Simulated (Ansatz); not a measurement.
VO2: do energies and stresses tell the same story?

Theory: Ansatz 0.2.0, DFT r2SCAN, scalar-relativistic, plane waves, PAW.

Cutoff 500 eV; k points 8×8×12 on the computed 6-atom cell (Γ-centred); Gaussian smearing, width 0.10 eV; collinear spin from starting moments 0.98 0.98 0 0 0 0 μB.

Relaxed cell: P4_2/mnm, a = 4.541 Å, b = 4.541 Å, c = 2.830 Å, α = 90.00°, β = 90.00°, γ = 90.00°, 6 atoms in the primitive cell.

Energies at zero smearing and pressures from the stress tensor, at volumes with shape and atoms relaxed:
```tsv
V (Å³/atom)	E − E(first) (meV/atom)	P (GPa)
9.141	0.00	17.85
9.432	-23.35	8.12
9.724	-30.49	0.00
10.016	-24.24	-6.53
10.307	-7.60	-11.59
```

**Question.** Check P = −dE/dV between neighbouring volumes, and get the bulk modulus from the pressures alone.

**Answer.** With 1 eV/Å³ = 160.2 GPa:
```csv
middle V (Å³/atom),−ΔE/ΔV (GPa),mean P (GPa)
9.286,12.823,12.983
9.578,3.921,4.059
9.870,-3.431,-3.265
10.162,-9.140,-9.059
```

The two differ by 0.17 GPa at most. The mean of two end pressures misses the average over a step by about ΔV² P″/12, up to 0.14 GPa here; with that taken off 0.04 GPa remains, from the smearing term (the stress is the derivative of the free energy), the finite cutoff, the mesh or the relaxation's tolerance. Around V = 9.724 Å³/atom, the two neighbours give B = −V ΔP/ΔV = 9.724 × 14.65 / 0.583 = 244.1 GPa, against B0 = 240.4 GPa from the Birch–Murnaghan fit of the energies.

The state reached may not be the lowest one. Moments started parallel, and an antiferromagnetic order may lie lower.

Only this magnetic start was tried.

Cost: 6 runs of about 30 core-minutes in all, on Arm Neoverse V2 (shared hosts).